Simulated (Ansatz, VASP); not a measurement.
# K in VASP and in Ansatz

The input INCAR:

```
SYSTEM = K
ALGO = Normal
EDIFF = 1E-7
ENCUT = 520
GGA = PS
ISIF = 2
ISMEAR = 0
LASPH = .True.
LCHARG = .False.
LREAL = .False.
LWAVE = .False.
NBANDS = 26
NELM = 100
PREC = Accurate
SIGMA = 0.1
```

The input KPOINTS:

```
k-points
0
Gamma
  12 12 4
  0 0 0
```

Contents of POSCAR:

```
K
1.0
    5.0146148606      0.0000000000      0.0000000000
   -2.5073074303      4.3427838595      0.0000000000
    0.0000000000      0.0000000000     18.1859261221
K
4
Direct
    0.0000000000      0.0000000000      0.0000000000
    0.3333333300      0.6666666700      0.2500000000
    0.0000000000      0.0000000000      0.5000000000
    0.6666666700      0.3333333300      0.7500000000
```

Input for Ansatz:

```yaml
crystal:
  lattice:
    - [5.0146148606, 0.0, 0.0]
    - [-2.5073074303, 4.3427838595, 0.0]
    - [0.0, 0.0, 18.1859261221]
  atoms:
    - { symbol: K, position: [0.0, 0.0, 0.0] }
    - { symbol: K, position: [0.33333333, 0.66666667, 0.25] }
    - { symbol: K, position: [0.0, 0.0, 0.5] }
    - { symbol: K, position: [0.66666667, 0.33333333, 0.75] }
basis:
  ecutwfc: 420
kpoints:
  mp_grid: { grid: [12, 12, 4] }
hamiltonian:
  xc: pbesol
scf:
  occupations: { method: gaussian, width: 0.1 }
output:
  forces: true
  stress: true
  eigenvalues: true
```

Alike in both runs: task single point; functional PBEsol; k mesh 12 × 12 × 4; occupations gaussian, width 0.1 eV; no spin polarisation.

|  | VASP | Ansatz |
| --- | --- | --- |
| version | VASP 6.6.1 | Ansatz 0.2.0 |
| potentials or method | VASP PAW PBE potentials, release 64 (K_sv) | scalar-relativistic, plane waves, PAW |
| plane-wave cutoff (eV) | 520 | 420 |
| valence electrons in the cell | 36 | 36 |

```tsv
	VASP	Ansatz	Ansatz less VASP
gap on the k mesh at the Fermi level (eV)	none	none	-
pressure (GPa)	-0.6	-0.6	+0.01
largest component of the traceless stress (GPa)	0.19	0.19	0.000
```

A gap of «none» marks a metal or a gap that the smearing closes.

Caveats: the PAW data sets were made with another functional, which shifts forces and pressure a little (VASP).
